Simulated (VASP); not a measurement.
# How a change of volume changes BAs (F-43m), part 2 of 2

Wanted: the response of BAs to a change of volume, as a table, with a fit that predicts a row left out.

VASP 6.6.1, plane waves and PAW; the level of theory is named at each step.

So far. Step 5 (Band edges, r2SCAN): The run ends at a pressure of 8.69 GPa.

## (6) Band edges, HSE06

Short lines in KPOINTS_OPT sample the zone centre, for masses, and the other valleys.

Level: HSE06; plane waves and PAW (B, As).

The input, INCAR:

```
SYSTEM = BAs
PREC = Accurate
ENCUT = 480
EDIFF = 1E-06
NELM = 100
ISMEAR = 0
SIGMA = 0.02
LREAL = .FALSE.
ALGO = Normal
LHFCALC = .TRUE.
AEXX = 0.25
GGA = PE
HFSCREEN = 0.2
LASPH = .TRUE.
NBANDS = 9
PRECFOCK = Fast
LWAVE = .FALSE.
LCHARG = .FALSE.
KPAR = 4
```

The input, POSCAR:

```
BAs
1.0
    0.0000000000      2.3472334264      2.3472334264
    2.3472334264      0.0000000000      2.3472334264
    2.3472334264      2.3472334264      0.0000000000
B As
1 1
Direct
    0.0000000000      0.0000000000      0.0000000000
    0.2500000000      0.2500000000      0.2500000000
```

The input, KPOINTS:

```
Automatic mesh
0
Gamma
6 6 6
0 0 0
```

The input, KPOINTS_OPT:

```
Line mode
6
Line-mode
Reciprocal
  0.00000000   0.00000000   0.00000000
  0.01867869   0.01867869   0.00000000

  0.00000000   0.00000000   0.00000000
 -0.00000000  -0.01867869  -0.01867869

  0.31000000   0.31000000   0.00000000
  0.50000000   0.50000000   0.00000000

  0.00000000   0.31000000   0.31000000
  0.00000000   0.50000000   0.50000000

  0.45000000   0.45000000   0.45000000
  0.50000000   0.50000000   0.50000000

  0.45000000   0.00000000   0.00000000
  0.50000000   0.00000000   0.00000000

  0.42500000   0.42500000   0.00000000
  0.42500000   0.44367869   0.01867869

  0.50000000   0.50000000   0.50000000
  0.48679217   0.51320783   0.50000000
```

The projector-augmented-wave data sets are B and As (LDA family, release 64).

The run is started by

```sh
mpirun -np 4 vasp_std
```

Output:

```text
[banner, memory and clock lines left out]
running    4 mpi-ranks, on    1 nodes
[...]
[... a notice as in an earlier step ...]

 LDA part: xc-table for (Slater+PW92), standard interpolation
 found WAVECAR, reading the header
 POSCAR, INCAR and KPOINTS ok, starting setup
[...]
reading WAVECAR
 the WAVECAR file was read successfully
 initial charge from wavefunction
 entering main loop
       N       E                     dE             d eps       ncg     rms          rms(c)
DAV:   1    -0.133347292945E+02   -0.13335E+02   -0.77703E-01   292   0.738E+00    0.296E+00
DAV:   2    -0.133378089206E+02   -0.30796E-02   -0.76715E-03   321   0.712E-01    0.191E+00
DAV:   3    -0.133364493216E+02    0.13596E-02   -0.11202E-03   349   0.191E-01    0.110E+00
DAV:   4    -0.133360479176E+02    0.40140E-03   -0.34238E-04   298   0.110E-01    0.604E-01
DAV:   5    -0.133359159916E+02    0.13193E-03   -0.58297E-05   308   0.593E-02    0.340E-01
DAV:   6    -0.133358715570E+02    0.44435E-04   -0.16664E-05   340   0.356E-02    0.192E-01
DAV:   7    -0.133358574640E+02    0.14093E-04   -0.60109E-06   344   0.217E-02    0.108E-01
DAV:   8    -0.133358538988E+02    0.35652E-05   -0.18024E-06   286   0.119E-02    0.610E-02
DAV:   9    -0.133358530078E+02    0.89100E-06   -0.60587E-07   150   0.690E-03
   1 F= -.13335853E+02 E0= -.13335853E+02  d E =-.523575E-41
 Start KPOINTS_OPT (optional k-point list driver)
k-point batch [1-16\48]
       N       E                     dE             ncg
DAV:   1     0.668174269465E+03   -0.52485E+03      288
DAV:   2     0.225502987163E+03   -0.44267E+03      489
DAV:   3     0.183351065089E+03   -0.42152E+02      331
DAV:   4     0.182996942381E+03   -0.35412E+00      329
DAV:   5     0.182988261964E+03   -0.86804E-02      320
DAV:   6     0.182988227786E+03   -0.34179E-04      303
DAV:   7     0.182988227645E+03   -0.14039E-06      237
[...]
k-point batch [33-48\48]
       N       E                     dE             ncg
DAV:   1     0.332831769437E+03   -0.42506E+04      288
DAV:   2    -0.763653407086E+02   -0.40920E+03      363
DAV:   3    -0.979870619361E+02   -0.21622E+02      357
DAV:   4    -0.981276409961E+02   -0.14058E+00      338
DAV:   5    -0.981290219008E+02   -0.13809E-02      349
DAV:   6    -0.981290264181E+02   -0.45173E-05      347
DAV:   7    -0.981290264336E+02   -0.15474E-07      327
```

It took 71 s on 4 MPI ranks of Intel Xeon 6975P-C (Granite Rapids), shared host; peak memory 0.94 GiB.

From OUTCAR (step 6):

```text
 POSITION                                       TOTAL-FORCE (eV/Angst)
 -----------------------------------------------------------------------------------
      0.00000      0.00000      0.00000        -0.000000     -0.000000     -0.000000
      1.17362      1.17362      1.17362         0.000000      0.000000      0.000000
 -----------------------------------------------------------------------------------
    total drift:                               -0.000001     -0.000000     -0.000000

  FREE ENERGIE OF THE ION-ELECTRON SYSTEM (eV)
  ---------------------------------------------------
  free  energy   TOTEN  =       -13.3358530078 eV

  energy  without entropy=      -13.3358530078  energy(sigma->0) =      -13.33585301

[... 1 part as in an earlier step ...]

[... 2 further parts left out ...]
[key lines of the parts left out:]
E-fermi :   6.7790
```

Numbers from this step:

| Item | Value |
| --- | --- |
| energy(sigma→0) of the program | -13.3359 eV |

## (7) The table

Hybrid runs start from orbitals of a short LDA run, not shown.

Runs beyond LDA use the data sets made with LDA; this shifts their levels slightly, and their total energies have another zero (at TB-mBJ, which has no energy functional, they mean nothing).

The other members went through these steps as far as the tables show, with the same cutoff and, step by step, the same mesh; 42 runs are not shown. The session took 1.2 core hours (wall time by ranks) on a shared machine.

```csv
volume over the relaxed volume,volume (Å³/atom),pressure (GPa),energy above the unstrained row (meV/atom),"gap on the mesh, LDA (eV)"
0.940,12.532,10.355,24.713,1.085
0.955,12.732,7.463,13.573,1.098
0.970,12.932,4.783,5.908,1.111
0.985,13.132,2.301,1.461,1.124
1,13.332,0.001,0.000,1.136
1.015,13.532,-2.129,1.306,1.148
1.030,13.732,-4.103,5.166,1.159
1.045,13.932,-5.930,11.398,1.171
1.060,14.132,-7.622,19.827,1.182
```

A cubic of the pressure in ln(V/V₀) through all rows has the slope −B at V₀: B = 148 GPa, and its curvature gives B′ = 4.1.

Band edges at TB-mBJ with spin-orbit coupling, counted from the valence-band top at Γ, spin-orbit pairs averaged:

```csv
volume over the relaxed volume,gap (eV),conduction band at Γ (eV),Δ or X valley along z (eV),"lowest conduction level at L, [111] (eV)",second valence level below the top (eV),third valence level below the top (eV)
0.940,1.585,3.688,1.578,3.662,0.000,0.200
0.955,1.607,3.670,1.601,3.570,0.000,0.201
0.970,1.628,3.654,1.623,3.480,0.000,0.203
0.985,1.649,3.638,1.645,3.393,0.000,0.204
1,1.669,3.622,1.665,3.309,0.000,0.205
1.015,1.689,3.607,1.685,3.227,0.000,0.206
1.030,1.707,3.592,1.704,3.147,0.000,0.206
1.045,1.725,3.578,1.723,3.069,0.000,0.207
1.060,1.743,3.565,1.741,2.993,0.000,0.208
```

Band edges at r2SCAN, counted from the valence-band top at Γ:

```csv
volume over the relaxed volume,gap (eV),conduction band at Γ (eV),Δ or X valley along z (eV),"lowest conduction level at L, [111] (eV)",second valence level below the top (eV),third valence level below the top (eV)
0.940,1.287,3.548,1.282,3.492,0.000,0.000
0.955,1.305,3.528,1.300,3.389,0.000,0.000
0.970,1.322,3.509,1.318,3.289,0.000,0.000
0.985,1.339,3.490,1.335,3.192,0.000,0.000
1,1.355,3.472,1.352,3.098,0.000,0.000
1.015,1.371,3.455,1.368,3.006,0.000,0.000
1.030,1.386,3.439,1.384,2.917,0.000,0.000
1.045,1.401,3.423,1.399,2.830,0.000,0.000
1.060,1.415,3.408,1.413,2.746,0.000,0.000
```

Band edges at HSE06, counted from the valence-band top at Γ, with one row partly withheld:

```csv
volume over the relaxed volume,gap (eV),conduction band at Γ (eV),Δ or X valley along z (eV),"lowest conduction level at L, [111] (eV)",second valence level below the top (eV),third valence level below the top (eV)
0.940,1.779,4.248,1.771,4.115,0.000,0.000
0.955,1.796,4.225,1.788,4.008,0.000,0.000
0.970,1.812,4.203,1.805,3.905,0.000,0.000
0.985,1.827,4.182,1.821,3.804,0.000,0.000
1,1.842,4.161,1.836,3.706,0.000,0.000
1.015,1.856,4.141,1.851,3.610,0.000,0.000
1.030,?,4.122,?,3.517,0.000,0.000
1.045,1.884,4.103,1.880,3.426,0.000,0.000
1.060,1.897,4.085,1.893,3.338,0.000,0.000
```

## (8) A fit to the known rows

The quantity to fit is the Δ or X valley above the valence top at HSE06: 1.771, 1.788, 1.805, 1.821, 1.836, 1.851, 1.880, 1.893 eV in the rows shown.

Fitting a parabola to the 8 known rows (u: logarithm of the volume ratio) gives E = − 0.6457 u² + 1.016 u + 1.836 in eV; the residuals are 6.0e-5 eV r.m.s.

At u = 0.02956 this predicts 1.8659 eV.

## (9) Checking the prediction

The calculation gives 1.8659 eV, so the prediction is right to the last digit shown.

## (10) Summary of results

| Item | Value |
| --- | --- |
| bulk modulus | 148 GPa |
| gap of the unstrained cell, TB-mBJ with spin-orbit coupling | 1.67 eV |
| gap of the unstrained cell, r2SCAN | 1.36 eV |
| gap of the unstrained cell, HSE06 | 1.84 eV |
| dE/d ln V of the Δ or X valley above the valence top, HSE06 | 1.02 eV |
| error of the predicted row | 0.0 meV |

At TB-mBJ with spin-orbit coupling the lowest conduction valley is Δ or X throughout, and the gap runs between 1.59 and 1.74 eV. At r2SCAN the lowest conduction valley is Δ or X throughout, and the gap runs between 1.29 and 1.41 eV. At HSE06 the lowest conduction valley is Δ or X throughout, and the gap runs between 1.78 and 1.90 eV. Hole masses are left out throughout, since the top bands are degenerate or cross in many series; of conduction masses, those of the Γ, L and (for Si and Ge under (001) strain) Δ valleys are kept where they change by under an eighth between rows. A measured gap of unstrained BAs is 4.12 eV (arxiv:1911.04914, direct gap from square of absorption coefficient, average of two samples, so it belongs beside the lowest direct gap, not the least one, 300 K); the static gaps here belong to the lattice relaxed at LDA. TB-mBJ is a potential fitted for gaps; it has no energy functional, so its total energies and forces mean nothing, and its bands tend to come out too narrow. r2SCAN opens gaps somewhat over GGA but leaves them below measured values as a rule. HSE06 ran on a coarser mesh than the semilocal levels. Spin-orbit coupling is left out at r2SCAN and HSE06, so the valence splittings there lack it. Δ or X levels are the lowest on their line, refined by a parabola unless they lie at X; the gap is read from all points sampled and can differ from the lowest valley by some meV, or by tens of meV where strain moves the valence top off Γ. Temperature, zero-point motion and excitons are left out.

[Lines on the potential files, build, host, timing and source positions are cut from VASP's logs without a mark.]

[Logs are printed without paths, hosts, clocks, repeated set-up lines and the standing remarks that a program may print on its own settings, such as how far it seeks lower states.]

[Hosts, paths, dates, database ids (printed as entryN), source tags and the programs' standing remarks are cut or masked in the printed files.]

[In band tables of VASP the shares of atoms and orbitals are scaled to a sum of 1 inside the atoms' spheres.]
